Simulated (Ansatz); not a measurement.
# Si2W: relaxation of cell and atoms with LDA

Si2W:

```
W Si
1.0
    -1.60690    1.60690    3.91495
     1.60690   -1.60690    3.91495
     1.60690    1.60690   -3.91495
W Si
1 2
Direct
  0.00000 0.00000 0.00000
  0.66530 0.66530 0.00000
  0.33470 0.33470 0.00000
```

```json
{
  "Program": "Ansatz 0.2.0",
  "Task": "relaxation of cell and atoms",
  "Functional": "LDA",
  "Potentials or basis": "Ansatz PAW",
  "Cutoff": "420 eV (not typed: the program's choice for these potentials)",
  "k mesh": "12 × 12 × 12",
  "Occupations": "fermi-dirac, width 0.05 eV",
  "Spin": "no spin polarisation"
}
```

The relaxed volume is 13.14 Å³/atom. The relaxed cell is a = 4.492 Å, b = 4.492 Å, c = 4.492 Å, α = 138.47°, β = 138.47°, γ = 60.18° and the space group after relaxing (to 0.05 Å) is I4/mmm (No. 139). The energy gained by relaxing is 6.2 meV/atom, the ionic steps are 5 and the pressure after relaxing is 0.0 GPa. The largest force after relaxing is 0.005 eV/Å.

Forces on the atoms (eV/Å):
```
W    0.000  0.000  0.000
Si   0.000  0.000  0.005
Si   0.000  0.000 -0.005
```

The path:
| step | energy change (eV) | largest force (eV/Å) | volume (Å³) |
| --- | --- | --- | --- |
| 1 | 0.0000 | 0.0509 | 40.44 |
| 2 | -0.0155 | 0.0662 | 39.04 |
| 3 | -0.0188 | 0.0134 | 39.45 |
| 4 | -0.0188 | 0.0053 | 39.43 |
| 5 | -0.0185 | 0.0053 | 39.43 |

Final structure:
```
W Si
1.0
    -1.59256    1.59256    3.88663
     1.59256   -1.59256    3.88663
     1.59256    1.59256   -3.88663
W Si
1 2
Direct
  0.00000 0.00000 0.00000
  0.66536 0.66536 0.00000
  0.33464 0.33464 0.00000
```

Run time: 12 s on 2 threads of Intel(R) Xeon(R) Platinum 8175M CPU @ 2.50GHz (Skylake/Cascade Lake), with other jobs on the host, peak memory 0.46 GiB.

Caveat: the plane-wave basis is chosen anew once the cell has moved, so the energies of steps on either side of that aren't comparable; the PAW data sets come from PBE, with cores solved anew for the run's functional, which leaves a small shift of forces and pressure. Spin-orbit coupling is left out, which matters for the levels of W.
